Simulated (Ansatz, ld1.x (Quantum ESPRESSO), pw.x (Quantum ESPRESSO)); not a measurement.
# pw.x on sc N: one setting changed

Potential: norm-conserving Troullier–Martins (Kleinman–Bylander form), ld1.x (Quantum ESPRESSO) 7.5, PBE; core [He], reference 2s2 2p3; waves: 2p (bound): rc 1.50 bohr; 3d channel at 5.51 Ry: rc 1.30 bohr; 2s (bound): rc 1.00 bohr; local part: the s channel; core correction: a·sin(br)/r model core inside 0.60 bohr.

The reference run (k-mesh 17³, cutoffs 170/680 Ry, Fermi–Dirac 0.01 Ry, mixing_beta 0.4, conv_thr 1e-9, no spin) gives -4.14 GPa at 6.670 Å³/atom, where all-electron LAPW gives -4.61 GPa. This run, with its own iteration cap, changes smearing to mv.

```
&control
  calculation='scf', prefix='x', pseudo_dir='./', outdir='./tmp', tstress=.true., disk_io='none'
/
&system
  ibrav=0, nat=1, ntyp=1, ecutwfc=170, ecutrho=680, nbnd=9,
  occupations='smearing', smearing='mv', degauss=0.01
/
&electrons
  conv_thr=1e-09, mixing_beta=0.4, electron_maxstep=50
/
ATOMIC_SPECIES
N 1.0 N.UPF
CELL_PARAMETERS angstrom
  1.88238568 0.00000000 0.00000000
  0.00000000 1.88238568 0.00000000
  0.00000000 0.00000000 1.88238568
ATOMIC_POSITIONS crystal
N 0.0000 0.0000 0.0000
K_POINTS automatic
17 17 17 0 0 0
```

```bash
pw.x < N.scf.in > N.scf.out
```

Problem. How does the run end?

Solution. It converges in 7 iterations; the free energy moves by +13.6 meV/atom and the pressure by +0.20 GPa. This scheme is built to cancel the term in the square of the width that Fermi–Dirac smearing leaves in the F of a metal.

```
Message from routine setup:
     using ibrav=0 with symmetry is DISCOURAGED, use correct ibrav instead
     lattice parameter (alat)  =       3.5572  a.u.
     unit-cell volume          =      45.0114 (a.u.)^3
     number of electrons       =         5.00
     number of Kohn-Sham states=            9
     kinetic-energy cutoff     =     170.0000  Ry
     charge density cutoff     =     680.0000  Ry
     scf convergence threshold =      1.0E-09
     Exchange-correlation= PBE
     number of k points=   165  Marzari-Vanderbilt smearing, width (Ry)=  0.0100
     iteration #  1     ecut=   170.00 Ry     beta= 0.40
     total energy              =     -19.91992837 Ry
     estimated scf accuracy    <       0.00236308 Ry
     iteration #  2     ecut=   170.00 Ry     beta= 0.40
     total energy              =     -19.92029958 Ry
     estimated scf accuracy    <       0.00082445 Ry
     iteration #  3     ecut=   170.00 Ry     beta= 0.40
     total energy              =     -19.92033748 Ry
     estimated scf accuracy    <       0.00001157 Ry
     iteration #  4     ecut=   170.00 Ry     beta= 0.40
     total energy              =     -19.92033867 Ry
     estimated scf accuracy    <       0.00000014 Ry
     iteration #  5     ecut=   170.00 Ry     beta= 0.40
     total energy              =     -19.92033870 Ry
     estimated scf accuracy    <       0.00000002 Ry
     iteration #  6     ecut=   170.00 Ry     beta= 0.40
     total energy              =     -19.92033871 Ry
     estimated scf accuracy    <          2.3E-09 Ry
     iteration #  7     ecut=   170.00 Ry     beta= 0.40
     the Fermi energy is    10.5034 ev
!    total energy              =     -19.92033871 Ry
     estimated scf accuracy    <          7.6E-11 Ry
     smearing contrib. (-TS)   =      -0.00008850 Ry
     The total energy is F=E-TS. E is the sum of the following terms:
     one-electron contribution =       3.39142501 Ry
     hartree contribution      =       1.82479083 Ry
     xc contribution           =      -5.19590361 Ry
     ewald contribution        =     -19.94056243 Ry
     convergence has been achieved in   7 iterations
          total   stress  (Ry/bohr**3)                   (kbar)     P=      -39.42
     Message from routine punch:
     Nothing written, as per user request (disk_io='none')
```

The run took about 17 s on one core of a shared host (Neoverse-V2, 96 threads, 742 GiB, load 49).
